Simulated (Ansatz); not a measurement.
## GeTe under load (space group R3m): band-edge transport data

Here is the system:

```xyz
2
Lattice="2.1025 1.2139 3.4648 -2.1025 1.2139 3.4648 0.0000 -2.4277 3.4648" Properties=species:S:1:pos:R:3 pbc="T T T"
Ge     0.0000     0.0000    10.3757
Te     0.0000     0.0000     5.4341
```

The numbers are results of PBEsol with spin-orbit coupling, rigid bands (plane waves, PAW; Ansatz, a quantum-chemistry and plane-wave program), not measurements. Condition of this run: biaxial stress xx = yy = -1 GPa (compression positive) (the target of the relaxation). How the cell was made: cell and atoms relaxed with PBEsol, then loaded as said.

| Quantity | Value |
|---|---|
| band gap | 0.34 eV |
| electron conductivity mass (300 K, dilute) | 0.128 (x), 0.128 (y), 0.32 (z) mₑ |
| hole conductivity mass (300 K, dilute) | 0.150 (x), 0.150 (y), 0.199 (z) mₑ |
| effective density of states N_c (300 K) | 1.7e19 cm⁻³ |
| effective density of states N_v (300 K) | 1.6e19 cm⁻³ |
| density-of-states mass, electrons | 0.77 mₑ |
| density-of-states mass, holes | 0.73 mₑ |
| Seebeck coefficient, n-type 1e19 cm⁻³, 300 K | -283 μV/K |
| Seebeck coefficient, p-type 1e19 cm⁻³, 300 K | 264 μV/K |

Rigid bands; masses and Seebeck coefficients take one relaxation time τ for all states and one kind of carrier; polarons and phonon drag are left out.
